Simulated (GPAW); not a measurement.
# GaSb (F-43m) in GPAW: single point with PBE

Aim: the single point of GaSb with PBE.

Program: GPAW 26.7.0. These are calculated values, not measurements. Logs are shortened: lines on timing, memory, paths and dates and some standing lists are left out, and cuts for length are marked. The log counts tension as positive stress, the text compression.

### Step 1. The structure

Symmetry: F-43m, No. 216, cubic system. The conventional cell has a = 6.118 Å, b = 6.118 Å, c = 6.118 Å, α = 90.00°, β = 90.00°, γ = 90.00°. Around Sb (site symmetry -43m) lie 4 Ga at 2.65 Å. Ga (site symmetry -43m) is surrounded by 4 Sb at 2.65 Å.

### Step 2. Single point, PBE

Contents of run.py:

```python
from ase import Atoms
from ase.dft.bandgap import bandgap
from ase.io import write
from ase.units import GPa
from gpaw import GPAW, PW

atoms = Atoms(['Sb', 'Ga'],
              cell=[[0.0, 3.059, 3.059],
                    [3.059, 0.0, 3.059],
                    [3.059, 3.059, 0.0]],
              scaled_positions=[[0.75, 0.75, 0.75],
                                [0.0, 0.0, 0.0]],
              pbc=True)

calc = GPAW(mode=PW(400),
            xc='PBE',
            kpts={'size': (6, 6, 6), 'gamma': True},
            occupations={'name': 'fermi-dirac', 'width': 0.05},
            nbands=18,
            convergence={'density': 1e-05, 'energy': 1e-05},
            maxiter=80,
            txt='gpaw.txt')
atoms.calc = calc
energy = atoms.get_potential_energy()
forces = atoms.get_forces()
stress = atoms.get_stress()
calc.write('gs.gpw')
write('result.traj', atoms)
print(f'Energy: {energy:.6f} eV')
print('Forces (eV/A):')
print(forces.round(4))
print('Stress (GPa):', (stress / GPa).round(3))
print('Fermi level:', round(calc.get_fermi_level(), 4), 'eV')
print(f'Gap: {bandgap(calc)[0]:.4f} eV, direct: {bandgap(calc, direct=True)[0]:.4f} eV')
```

Potentials or basis: GPAW PAW data sets (gpaw-data 1.2.1), pw.

The run is started by

```
$ OMP_NUM_THREADS=1 python run.py
```

gpaw.txt:

```text
__  _  _
 | _ |_)|_||  |
 |__||  | ||/\| - 26.7.0

Input parameters:
  mode=PW(ecut=400.0),
  convergence={'density': 1e-05, 'energy': 1e-05},
  kpts=MonkhorstPack(size=(6, 6, 6), gamma=True),
  maxiter=80,
  nbands=18,
  occupations=Occupations(name='fermi-dirac', width=0.05),
  xc=XC(name='PBE')

Diagonalizing LCAO Hamiltonian
Converting LCAO to pw mode

                     Sb

       Ga

Atoms  # Å, Bohr magnetons
|   | symbol |        x |        y |        z |    initial magnetic moments |
|---|--------|----------|----------|----------|-----------------------------|
| 0 |     Sb | 4.588500 | 4.588500 | 4.588500 | ( 0.0000,  0.0000,  0.0000) |
| 1 |     Ga | 0.000000 | 0.000000 | 0.000000 | ( 0.0000,  0.0000,  0.0000) |

Unit cell  # Å
| periodic |        x |        y |        z |  lengths |    angles |
|----------|----------|----------|----------|----------|-----------|
|      yes | 0.000000 | 3.059000 | 3.059000 | 4.326079 | 60.000000 |
|      yes | 3.059000 | 0.000000 | 3.059000 | 4.326079 | 60.000000 |
|      yes | 3.059000 | 3.059000 | 0.000000 | 4.326079 | 60.000000 |

Number of symmetries: 24
Symmetry operations  # r_c * U_cc + t_c -> r_c
|    | kind |            matrix            |
|----|------|------------------------------|
|  0 |  E   |  1, 0, 0,  0, 1, 0,  0, 0, 1 |
|  1 |  σ   |  1, 0, 0,  0, 0, 1,  0, 1, 0 |
|  2 |  σ   |  1, 0,-1,  0, 1,-1,  0, 0,-1 |
|  3 |  C3  |  1, 0,-1,  0, 0,-1,  0, 1,-1 |
|  4 |  C3  |  1,-1, 0,  0,-1, 1,  0,-1, 0 |
|  5 |  σ   |  1,-1, 0,  0,-1, 0,  0,-1, 1 |
|  6 |  σ   |  0, 1, 0,  1, 0, 0,  0, 0, 1 |
|  7 |  C3  |  0, 1, 0,  0, 0, 1,  1, 0, 0 |
|  8 |  C2  |  0, 1,-1,  1, 0,-1,  0, 0,-1 |
|  9 |  S4  |  0, 1,-1,  0, 0,-1,  1, 0,-1 |
| 10 |  C3  |  0, 0, 1,  1, 0, 0,  0, 1, 0 |
| 11 |  σ   |  0, 0, 1,  0, 1, 0,  1, 0, 0 |
| 12 |  S4  |  0, 0,-1,  1, 0,-1,  0, 1,-1 |
| 13 |  C3  |  0, 0,-1,  0, 1,-1,  1, 0,-1 |
| 14 |  S4  |  0,-1, 1,  1,-1, 0,  0,-1, 0 |
| 15 |  C2  |  0,-1, 1,  0,-1, 0,  1,-1, 0 |
| 16 |  C3  |  0,-1, 0,  1,-1, 0,  0,-1, 1 |
| 17 |  S4  |  0,-1, 0,  0,-1, 1,  1,-1, 0 |
| 18 |  S4  | -1, 1, 0, -1, 0, 1, -1, 0, 0 |
| 19 |  C3  | -1, 1, 0, -1, 0, 0, -1, 0, 1 |
| 20 |  C3  | -1, 0, 1, -1, 1, 0, -1, 0, 0 |
| 21 |  S4  | -1, 0, 1, -1, 0, 0, -1, 1, 0 |
| 22 |  σ   | -1, 0, 0, -1, 1, 0, -1, 0, 1 |
| 23 |  C2  | -1, 0, 0, -1, 0, 1, -1, 1, 0 |

BZ-sampling:
  Number of BZ points: 216
  Number of IBZ points: 16

  Monkhorst-Pack size: [6, 6, 6]
  Monkhorst-Pack shift: [0.08333333333333333, 0.08333333333333333, 0.08333333333333333]

K-points  # in reciprocal-cell coordinates
|     |                                coordinates |     weight |
|-----|--------------------------------------------|------------|
|   0 | (  0.00000000,   0.00000000,   0.00000000) | 0.00462963 |
|   1 | (  0.16666667,   0.16666667,   0.00000000) | 0.02777778 |
|   2 | (  0.16666667,   0.16666667,   0.16666667) | 0.03703704 |
|   3 | (  0.33333333,   0.16666667,   0.16666667) | 0.05555556 |
|   4 | (  0.33333333,   0.33333333,  -0.33333333) | 0.05555556 |
|   5 | (  0.33333333,   0.33333333,   0.00000000) | 0.02777778 |
|   6 | (  0.33333333,   0.33333333,   0.16666667) | 0.11111111 |
|   7 | (  0.33333333,   0.33333333,   0.33333333) | 0.03703704 |
|   8 | (  0.50000000,   0.33333333,  -0.33333333) | 0.11111111 |
|   9 | (  0.50000000,   0.33333333,  -0.16666667) | 0.05555556 |
| ... |                                            |            |
|  15 | (  0.50000000,   0.50000000,   0.50000000) | 0.01851852 |

Plane wave coefficients: 1056
Cutoff: 400.0 eV

Spin-components: 1 (collinear spins)
Bands:           18
Projectors:      11
Spin-degeneracy: 2
Datatype:        complex128

Density:
  Valence electrons: 18.0
  Components: 1
  Grid points: [20 20 20]
  Charge: 0.0  # |e|

Potential:
  Grid points: [20 20 20]

species:
  Sb:
    name:    Antimony
    Z:       51.0
    valence: 15
    core:    36
    charge:  0.0  # [|e|]
    compensation charges:
      type: gauss
      rc: 0.36  # [Å]
      lmax: 2
    cutoffs:
      filter: 2.23  # [Å]
      core: 2.23  # [Å]
    projectors
    | kind |    occ | energy [eV] | rcut [Å] |
    |------|--------|-------------|----------|
    |   5s |  2.000 |     -12.815 |    1.154 |
    |   5p |  3.000 |      -4.830 |    1.233 |
    |   4d | 10.000 |     -33.514 |    1.196 |
    |    s |        |      14.396 |    1.154 |
    |    p |        |      22.381 |    1.233 |
    |    d |        |      -6.303 |    1.196 |

    Using partial waves for Sb as LCAO basis

  Ga:
    name:    Gallium
    Z:       31.0
    valence: 3
    core:    28
    charge:  0.0  # [|e|]
    compensation charges:
      type: gauss
      rc: 0.37  # [Å]
      lmax: 2
    cutoffs:
      filter: 2.06  # [Å]
      core: 4.17  # [Å]
    projectors
    | kind |    occ | energy [eV] | rcut [Å] |
    |------|--------|-------------|----------|
    |   4s |  2.000 |      -8.945 |    1.164 |
    |   4p |  1.000 |      -2.580 |    1.164 |
    |    s |        |      18.266 |    1.164 |
    |    p |        |      24.631 |    1.164 |
    |    d |        |       0.000 |    1.164 |

    Using partial waves for Ga as LCAO basis

Reference energy: -229166.229777  # eV

eigensolver:
  PPCG
  Converge bands: occupied
  niter=2

density mixing:
  MSR1-Mixer
  Pratt-step length: 0.05
  Maximum mixing coefficient: 0.75
  Old densities: 10
  SVD Regularization: 0.005
  Good broyden scale: 1.0
  Trust region scale: 1.0
  Backstep threshold: 4.0
  History deletion threshold: 6.0
  Fourier metric: weight=20.0, sigma=0.015

occupation numbers:
  Fermi-Dirac:
    width: 0.0500  # eV

poisson solver:
  ecut: 3200.0  # eV

xc functional:
  name: PBE with 2 nearest neighbor stencil

convergence criteria:
- Maximum integral of absolute [dens]ity change: 1e-05 electrons / valence electron
- Maximum [total energy] change in last 3 cyles: 1e-05 eV / valence electron
- Maximum integral of absolute [eigenst]ate change: 4e-08 eV^2 / valence electron
maximum number of iterations: 80

SCF iterations
|iter     | |      energy | eigst |  dens |
|---------|-|-------------|-------|-------|
|iter:   1| |   -7.508485 | -0.10 |       |
|iter:   2| |   -7.510245 | -2.24 | -1.28 |
|iter:   3| |   -7.491095 | -2.60 | -1.31 |
|iter:   4| |   -7.493197 | -3.32 | -1.85 |
|iter:   5| |   -7.493585 | -4.30 | -2.59 |
|iter:   6| |   -7.493695 | -5.12 | -2.99 |
|iter:   7| |   -7.493696c| -6.70 | -4.15 |
|iter:   8| |   -7.493696c| -7.64c| -4.58 |
|iter:   9| |   -7.493696c| -8.23c| -5.35c|

Converged in 9 steps
Energy contributions relative to reference atoms: (reference = -229166.229777)

Energy contributions:
  Kinetic:          14.845008
  Coulomb:         -13.097675
  Zero:              0.238312
  External:          0.000000
  Xc:               -9.478866
  Entropy:          -0.000948
  Spinorbit:         0.000000
  ----------------------------
  Free energy:      -7.494170
  Extrapolated:     -7.493696

dipole moment: (-11.014004, -11.014004, -11.014004)  # |e|*Ang

Fermi level: 4.972
Eigenvalues  # (at kpt = [0.000, 0.000, 0.000])
| band index |      eig [eV] | occ [0-2] |
|------------|---------------|-----------|
|          0 |       -23.834 |     2.000 |
|          1 |       -23.834 |     2.000 |
|          2 |       -23.834 |     2.000 |
|          3 |       -23.816 |     2.000 |
|          4 |       -23.816 |     2.000 |
|          5 |        -6.556 |     2.000 |
[... 10 lines left out ...]
|         16 |        14.429 |     0.000 |
|         17 |        14.429 |     0.000 |

Gap: 0.088 eV
Transition (v -> c):
  (s=0, k=0, n=8, [0.00, 0.00, 0.00]) -> (s=0, k=0, n=9, [0.00, 0.00, 0.00])
No difference between direct/indirect transitions

Forces  # eV/Ang
|        x |        y |        z |
|----------|----------|----------|
|  0.00000 | -0.00000 | -0.00000 |  # Sb   0
| -0.00000 |  0.00000 | -0.00000 |  # Ga   1

Stress tensor  # eV/Ang^3
|         x |         y |         z |
|-----------|-----------|-----------|
| -0.003134 | -0.000000 |  0.000000 |
| -0.000000 | -0.003134 | -0.000000 |
|  0.000000 | -0.000000 | -0.003134 |

# Writing to gs.gpw (mode='')
```

stdout:

```text
Energy: -7.493696 eV
Forces (eV/A):
[[ 0. -0. -0.]
 [-0.  0. -0.]]
Stress (GPa): [-0.502 -0.502 -0.502 -0.     0.    -0.   ]
Fermi level: 4.9717 eV
Gap: 0.0879 eV, direct: 0.0879 eV
```

It took 6 s on 1 thread of Intel Xeon at 2.70GHz, shared host; peak memory 0.14 GiB.

The run converged, but some of its settings lie outside the range that counts as converged, so its numbers aren't taken as properties of the crystal.

Results:

| Quantity | Value |
| --- | --- |
| Free energy | -7.4942 eV |
| Pressure | 0.5 GPa |
| Band gap on the k mesh | 0.09 eV, direct |

Caveat: the cutoff is short for stress and forces, so pressures can be off by a GPa or more; spin-orbit coupling is left out, which moves the levels of the heavy elements.
